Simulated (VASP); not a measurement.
Crystal: HfS2.

```
CELL_PARAMETERS angstrom
3.63966 0.00000 0.00000
-1.81983 3.15204 0.00000
0.00000 0.00000 6.05556
ATOMIC_POSITIONS crystal
Hf 0.00000 0.00000 0.00000
S 0.66667 0.33333 0.76395
S 0.33333 0.66667 0.23605
```

The cell is a database's computed one.

```yaml
Program: VASP 6.6.1
Task: relaxation of cell and atoms
Functional: PBE
Potentials_or_basis: VASP PAW PBE potentials, release 64 (Hf_pv, S)
Cutoff: 600 eV
k_mesh: 9 × 9 × 5
Occupations: gaussian, width 0.03 eV
Spin: no spin polarisation
```

At the start: pressure 1.3 GPa; volume 23.16 Å³/atom.

**Question.** Where does the relaxation end?

**Answer.** Over 19 steps the energy falls by 6.6 meV/atom and the volume is 25.61 Å³/atom (+10.6 %); space group P-3m1 (No. 164, to 0.05 Å).

Step by step:
```tsv
step	energy change (eV)	largest force (eV/Å)	pressure (GPa)	volume (Å³)
1	0.0000	0.1498	1.32	69.47
2	0.0011	0.2898	-1.53	71.40
3	-0.0046	0.0618	-0.08	70.38
4	-0.0061	0.0777	0.00	70.45
5	-0.0074	0.1254	0.23	70.66
6	-0.0075	0.1131	0.17	70.62
7	-0.0089	0.1019	0.17	70.90
8	-0.0125	0.0640	0.19	71.76
9	-0.0168	0.0156	0.27	73.50
10	-0.0159	0.2004	0.63	76.99
11	-0.0176	0.1272	0.51	75.43
12	-0.0185	0.0775	0.19	75.98
13	-0.0189	0.0215	-0.17	76.63
14	-0.0192	0.0148	-0.15	76.67
15	-0.0197	0.0076	-0.06	76.81
16	-0.0198	0.0146	-0.04	76.85
17	-0.0198	0.0157	-0.03	76.85
18	-0.0198	0.0174	-0.02	76.86
19	-0.0198	0.0073	0.01	76.84
```

Final structure:
```
Hf S
1.0
     3.64286    0.00000    0.00000
    -1.82143    3.15481    0.00000
     0.00000    0.00000    6.68646
Hf S
1 2
Direct
  0.00000 0.00000 0.00000
  0.66667 0.33333 0.78386
  0.33333 0.66667 0.21614
```

Caveat: this functional lacks dispersion, which binds the layers, so the pressure and a relaxed spacing across them are unreliable.
